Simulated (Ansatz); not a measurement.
GaAs, 2 atoms in the cell. The structure is hexagonal, space group P-6m2 (No. 187). The conventional cell has a = 3.606 Å, b = 3.606 Å, c = 3.573 Å, α = 90.00°, β = 90.00°, γ = 120.00°. Ga (site symmetry -6m2) is surrounded by 6 As at 2.74 Å. As (site symmetry -6m2) has 6 Ga at 2.74 Å as nearest neighbours. The cell was built by a generator and needn't be a form met in nature.

```yaml
Program: Ansatz 0.2.0
Task: electric field gradients
Functional: PBE
Potentials_or_basis: all-electron PAW datasets made for the crystal
Cutoff: 220 eV (chosen from the basis error)
k_mesh: 9 × 9 × 8
Occupations: fermi-dirac, width 0.05 eV
Spin: no spin polarisation
```

Potentials or basis: all-electron PAW datasets made for the crystal.

The run is started by

```console
$ ansatz run input.yaml --threads 1 --pin off --max-ram 3072MiB --backend cpu --events-out ev --progress --plain --runs-dir out
```

Hardware: 1 thread of Intel(R) Xeon(R) 6975P-C (Granite Rapids), on a shared host.

Q: Estimate the wall time of this run.

A: It took 6 s on 1 thread of Intel(R) Xeon(R) 6975P-C (Granite Rapids) (shared host), peak memory 0.55 GiB. Counts: scf iterations 9, plane waves 315, k points 60, bands 13.
